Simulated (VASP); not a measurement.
# As (Pm-3m) in VASP: settings compared

One crystal, As, is run at these levels: RPBE, optB86b-vdW; tasks: single point.

All numbers are computed with VASP 6.6.1; they aren't measurements. Logs are shortened: lines on timing, memory, paths and dates and some standing lists are left out, and cuts for length are marked.

## 1. Starting point

Symmetry: Pm-3m, No. 221, cubic system. The conventional cell has a = 2.704 Å, b = 2.704 Å, c = 2.704 Å, α = 90.00°, β = 90.00°, γ = 90.00°. Around As (site symmetry m-3m) lie 6 As at 2.70 Å.

This isn't the form of As at room conditions, which is rhombohedral.

## 2. Single point, RPBE

The input, run.py:

```python
from ase.calculators.vasp import Vasp
from ase.dft.bandgap import bandgap
from ase.io import read

atoms = read('POSCAR')
calc = Vasp(
    directory='calc',
    xc='rpbe',
    pp='PBE',
    setups='minimal',
    prec='Accurate',
    encut=500,
    ediff=1e-06,
    ismear=0,
    sigma=0.1,
    lreal=False,
    lasph=True,
    nelm=80,
    algo='Normal',
    isif=2,
    lwave=False,
    lcharg=True,
    lelf=True,
    lvhar=True,
    kpts=[10, 10, 10],
    gamma=True,
    nbands=8,
)
atoms.calc = calc

print('energy (eV):', atoms.get_potential_energy())
print('free energy (eV):', atoms.get_potential_energy(force_consistent=True))
print('forces (eV/A):')
print(atoms.get_forces())
print('stress (eV/A^3, Voigt):', atoms.get_stress())
print('Fermi level (eV):', calc.get_fermi_level())
gap, top, bottom = bandgap(calc)
print('band gap (eV):', gap, 'from (spin, k, band)', top, 'to', bottom)
```

The input, POSCAR:

```
As
1.0
    2.7036817444      0.0000000000      0.0000000000
    0.0000000000      2.7036817444      0.0000000000
    0.0000000000      0.0000000000      2.7036817444
As
1
Direct
    0.5000000000      0.5000000000      0.5000000000
```

Potentials or basis: VASP PAW PBE potentials, release 64 (As).

Command:

```console
$ python run.py
```

The program printed:

```text
energy (eV): -4.17463615
free energy (eV): -4.1753939
forces (eV/A):
[[0. 0. 0.]]
stress (eV/A^3, Voigt): [-0.02485928 -0.02485928 -0.02485928 -0.          0.         -0.        ]
Fermi level (eV): 6.02389948
band gap (eV): 0.0 from (spin, k, band) (None, None, None) to (None, None, None)
```

OUTCAR:

```text
ENCUT = 500.000000
   EDIFF = 1.00e-06
   GGA = RP
   PREC = Accurate
   ISIF = 2
   ISMEAR = 0
   NELM = 80
   LASPH = .TRUE.
   LREAL = .FALSE.

 ion  position               nearest neighbor table
   1  0.500  0.500  0.500-

  LATTYP: Found a simple cubic cell.
 ALAT       =     2.7036817444

  Lattice vectors:

 A1 = (   2.7036817444,   0.0000000000,   0.0000000000)
 A2 = (   0.0000000000,   2.7036817444,   0.0000000000)
 A3 = (   0.0000000000,   0.0000000000,   2.7036817444)

Analysis of symmetry for initial positions (statically):
=====================================================================
 Subroutine PRICEL returns:
 Original cell was already a primitive cell.

 Routine SETGRP: Setting up the symmetry group for a
 simple cubic supercell.

 Subroutine GETGRP returns: Found 48 space group operations
 (whereof 48 operations were pure point group operations)
 out of a pool of 48 trial point group operations.

The static configuration has the point symmetry O_h .

Analysis of symmetry for dynamics (positions and initial velocities):
=====================================================================
 Subroutine PRICEL returns:
 Original cell was already a primitive cell.

 Routine SETGRP: Setting up the symmetry group for a
 simple cubic supercell.

 Subroutine GETGRP returns: Found 48 space group operations
 (whereof 48 operations were pure point group operations)
 out of a pool of 48 trial point group operations.

The dynamic configuration has the point symmetry O_h .

 Subroutine INISYM returns: Found 48 space group operations
 (whereof 48 operations are pure point group operations),
 and found     1 'primitive' translations

----------------------------------------------------------------------------------------

                                     Primitive cell

  volume of cell :      19.7636

  direct lattice vectors                    reciprocal lattice vectors
     2.703681744  0.000000000  0.000000000     0.369866018  0.000000000  0.000000000
     0.000000000  2.703681744  0.000000000     0.000000000  0.369866018  0.000000000
     0.000000000  0.000000000  2.703681744     0.000000000  0.000000000  0.369866018

  length of vectors
     2.703681744  2.703681744  2.703681744     0.369866018  0.369866018  0.369866018

  position of ions in fractional coordinates (direct lattice)
     0.500000000  0.500000000  0.500000000

  ion indices of the primitive-cell ions
   primitive index   ion index
                 1           1

----------------------------------------------------------------------------------------

 KPOINTS: KPOINTS created by Atomic Simulation Env

Automatic generation of k-mesh.
 Grid dimensions read from file:
 generate k-points for:   10   10   10

 Generating k-lattice:

  Cartesian coordinates                     Fractional coordinates (reciprocal lattice)
     0.036986602  0.000000000  0.000000000     0.100000000  0.000000000  0.000000000
     0.000000000  0.036986602  0.000000000     0.000000000  0.100000000  0.000000000
     0.000000000  0.000000000  0.036986602     0.000000000  0.000000000  0.100000000

  Length of vectors
     0.036986602  0.036986602  0.036986602

  Shift w.r.t. Gamma in fractional coordinates (k-lattice)
     0.000000000  0.000000000  0.000000000

 Subroutine IBZKPT returns following result:
 ===========================================

 Found     56 irreducible k-points:

 Following reciprocal coordinates:
            Coordinates               Weight
  0.000000  0.000000  0.000000      1.000000
  0.100000  0.000000  0.000000      6.000000
  0.200000  0.000000  0.000000      6.000000
  0.300000  0.000000  0.000000      6.000000
  0.400000  0.000000  0.000000      6.000000
  0.500000  0.000000  0.000000      3.000000
[... 16 lines left out ...]
  0.200000  0.100000  0.100000     24.000000
  0.300000  0.100000  0.100000     24.000000
 [... further k-points ...]
   k-points           NKPTS =     56   k-points in BZ     NKDIM =     56   number of bands    NBANDS=      8
   number of dos      NEDOS =    301   number of ions     NIONS =      1
   total plane-waves  NPLWV =   8000
   dimension x,y,z NGX =    20 NGY =   20 NGZ =   20
   dimension x,y,z NGXF=    40 NGYF=   40 NGZF=   40
   ions per type =               1
   NGX,Y,Z   is equivalent  to a cutoff of  12.30, 12.30, 12.30 a.u.
   NGXF,Y,Z  is equivalent  to a cutoff of  24.60, 24.60, 24.60 a.u.
 SYSTEM =  unknown system
   PREC   = accura    normal or accurate (medium, high low for compatibility)
   ISTART =      0    job   : 0-new  1-cont  2-samecut
   ICHARG =      2    charge: 1-file 2-atom 10-const
   ISPIN  =      1    spin polarized calculation?
   LNONCOLLINEAR =      F non collinear calculations
   LSORBIT =      F    spin-orbit coupling
   LASPH  =      T    aspherical Exc in radial PAW
   ENCUT  =  500.0 eV  36.75 Ry    6.06 a.u.   4.93  4.93  4.93*2*pi/ulx,y,z
   NELM   =     80;   NELMIN=  2; NELMDL= -5     # of ELM steps
   EDIFF  = 0.1E-05   stopping-criterion for ELM
   LREAL  =      F    real-space projection
   EDIFFG = 0.1E-04   stopping-criterion for IOM
   NSW    =      0    number of steps for IOM
   IBRION =     -1    ionic relax: 0-MD 1-quasi-New 2-CG
   NFREE  =      0    steps in history (QN), initial steepest desc. (CG)
   ISIF   =      2    stress and relaxation
   ISYM   =      2    0-nonsym 1-usesym 2-fastsym
   POTIM  = 0.5000    time-step for ionic-motion
   TEBEG  =    0.0;   TEEND  =   0.0 temperature during run
   PSTRESS=    0.0 pullay stress
   NELECT =       5.0000    total number of electrons
   NUPDOWN=      -1.0000    fix difference up-down
   EMIN   =  10.00;   EMAX   =-10.00  energy-range for DOS
   EFERMI =   0.00;   METHOD = LEGACY
   ISMEAR =     0;   SIGMA  =   0.10  broadening in eV -4-tet -1-fermi 0-gaus
   EFERMI_NEDOS =   21; number of points for ismear=-14 and -15
   IALGO  =     38    algorithm
   IMIX   =      4    mixing-type and parameters
     AMIX     =   0.40;   BMIX     =  1.00
     AMIX_MAG =   1.60;   BMIX_MAG =  1.00
  volume/ion in A,a.u.               =      19.76       133.37
  Fermi-wavevector in a.u.,A,eV,Ry     =   1.035403  1.956627 14.586243  1.072059
  Thomas-Fermi vector in A             =   2.169744
   LORBIT       =      0    0 simple, 1 ext, 2 COOP (PROOUT), +10 PAW based schemes
   GGA     = RP    functional components
   LHFCALC =     F    Hartree Fock is set to
   AEXX    =    0.0000 exact exchange contribution
   IVDW    =     0    specifies the selected vdW correction
   LEPSILON=     F    determine dielectric tensor
   LRPA    =     F    only Hartree local field effects (RPA)
 non-spin polarized calculation
 Gauss-broadening in eV      SIGMA  =   0.10
  energy-cutoff  :      500.00
  volume of cell :       19.76
 maximum number of plane-waves:       516
 NGX is ok and might be reduce to    20
   NGX =  9   NGY =  9   NGZ =  9

 number of electron       5.0000001 magnetization

 Free energy of the ion-electron system (eV)
  ---------------------------------------------------
  ext. energy  EPLUGINS =         0.00000000
  ---------------------------------------------------
  free energy    TOTEN  =        -4.17539390 eV

  energy without entropy =       -4.17387840  energy(sigma->0) =       -4.17463615

 E-fermi :   6.0239     XC(G=0): -10.3734

 val. band max:        5.8935159163   @ k =   0.5000   0.3000   0.3000
 cond. band min:       6.0385138346   @ k =   0.3000   0.3000   0.3000
 fundamental gap:      0.1449979182
 Fermi energy:         6.0238994813

 k-point     1 :       0.0000    0.0000    0.0000
  band No.  band energies     occupation
      1      -8.9278      2.00000
      2      10.2106      0.00000
      3      10.2106      0.00000
      4      10.2106      0.00000
      5      14.4861      0.00000
      6      14.4861      0.00000
      7      16.7093      0.00000
      8      30.9087      0.00000
[... 243 lines left out ...]
 k-point    24 :       0.3000    0.1000    0.1000
  band No.  band energies     occupation
      1      -6.9769      2.00000
      2       2.6214      2.00000
      3       9.4912      0.00000
      4      10.0059      0.00000
      5      18.5347      0.00000
      6      18.6306      0.00000
      7      20.7267      0.00000
      8      21.5397      0.00000

 [... further k-points ...]
[... 5 lines left out ...]
  --------------------------------------------------------------------------------------
  -------------------------------------------------------------------------------------
  Total        0.4913095      0.4913095      0.4913095      0.0000000     -0.0000000     -0.0000000
  in kB       39.8289631     39.8289631     39.8289631      0.0000000     -0.0000000     -0.0000000
  external PRESSURE =      39.8289631 kB  Pullay stress =       0.0000000 kB

 VOLUME and BASIS-vectors are now :
 -----------------------------------------------------------------------------
  energy-cutoff  :      500.00
  volume of cell :       19.76
      direct lattice vectors                 reciprocal lattice vectors
     2.703681744  0.000000000  0.000000000     0.369866018  0.000000000  0.000000000
     0.000000000  2.703681744  0.000000000     0.000000000  0.369866018  0.000000000
     0.000000000  0.000000000  2.703681744     0.000000000  0.000000000  0.369866018

 POSITION                                       TOTAL-FORCE (eV/Angst)
 -----------------------------------------------------------------------------------
      1.35184      1.35184      1.35184         0.000000      0.000000      0.000000
 -----------------------------------------------------------------------------------
    total drift:                                0.000000     -0.000000      0.000000

  FREE ENERGIE OF THE ION-ELECTRON SYSTEM (eV)
  ---------------------------------------------------
  free  energy   TOTEN  =        -4.1753938986 eV

  energy  without entropy=       -4.1738784047  energy(sigma->0) =       -4.17463615
```

INCAR:

```text
ENCUT = 500.000000
SIGMA = 0.100000
EDIFF = 1.00e-06
ALGO = Normal
GGA = RP
PREC = Accurate
ISIF = 2
ISMEAR = 0
NBANDS = 8
NELM = 80
LASPH = .TRUE.
LCHARG = .TRUE.
LELF = .TRUE.
LVHAR = .TRUE.
LWAVE = .FALSE.
LREAL = .FALSE.
```

It took 5.3 s on 1 thread of AMD EPYC 9R45 (Zen 5), shared host; peak memory 0.09 GiB.

What came out:

```yaml
Free_energy: -4.1754 eV
Pressure: 4.0 GPa
Band_gap_on_the_k_mesh: none (metal or under the smearing width)
```

Caveat: the PAW data sets were made with another functional, which shifts forces and pressure a little.

## 3. Single point, optB86b-vdW (volume scaled by 0.8)

Edit run.py of step 2 so:

```diff
@@ -4,13 +4,13 @@
 
-atoms = read('POSCAR')
+atoms = read('As.cif')
 calc = Vasp(
     directory='calc',
-    xc='rpbe',
+    xc='optb86b-vdw',
     pp='PBE',
-    setups='minimal',
+    setups='gw',
     prec='Accurate',
-    encut=500,
+    encut=600,
     ediff=1e-06,
     ismear=0,
-    sigma=0.1,
+    sigma=0.05,
     lreal=False,
@@ -21,5 +21,3 @@
     lwave=False,
-    lcharg=True,
-    lelf=True,
-    lvhar=True,
+    lcharg=False,
     kpts=[10, 10, 10],
```

The input, As.cif:

```cif
data_As
_cell_length_a 2.50987580
_cell_length_b 2.50987580
_cell_length_c 2.50987580
_cell_angle_alpha 90.00000000
_cell_angle_beta 90.00000000
_cell_angle_gamma 90.00000000
_space_group_name_H-M_alt 'P1'
_space_group_name_Hall 'P 1'
_space_group_IT_number 1
loop_
_space_group_symop_operation_xyz
'x,y,z'
loop_
_atom_site_label
_atom_site_type_symbol
_atom_site_symmetry_multiplicity
_atom_site_Wyckoff_symbol
_atom_site_fract_x
_atom_site_fract_y
_atom_site_fract_z
_atom_site_occupancy
As1 As 1 a 0.5000000000 0.5000000000 0.5000000000 1
```

Potentials or basis: VASP PAW PBE potentials, release 64 (As_GW).

Command:

```console
$ python run.py
```

Run time: 10 s. Hardware: 1 thread of AMD EPYC 9R45 (Zen 5), shared host; peak memory 0.2 GiB.

It converged, with:

| Quantity | Value |
| --- | --- |
| Free energy | -2.7746 eV |
| Pressure | 34.4 GPa |
| Band gap on the k mesh | none (metal or under the smearing width) |

Levels at points of the mesh, in eV from the Fermi level:
```tsv
k point	band 1	band 2	band 3	band 4	band 5	band 6	band 7	band 8
(0.00, 0.00, 0.00)	-17.29	5.01	5.01	5.01	8.75	8.75	12.66	27.91
(0.50, 0.00, 0.00)	-13.06	-8.91	8.22	8.22	11.98	15.53	15.85	15.85
(0.50, 0.50, 0.00)	-8.48	-5.50	-5.50	1.45	11.38	19.12	19.12	19.31
(0.50, 0.50, 0.50)	-3.10	-2.30	-2.30	-2.30	5.54	5.54	5.54	9.26
```

Caveat: the PAW data sets were made with another functional, which shifts forces and pressure a little.
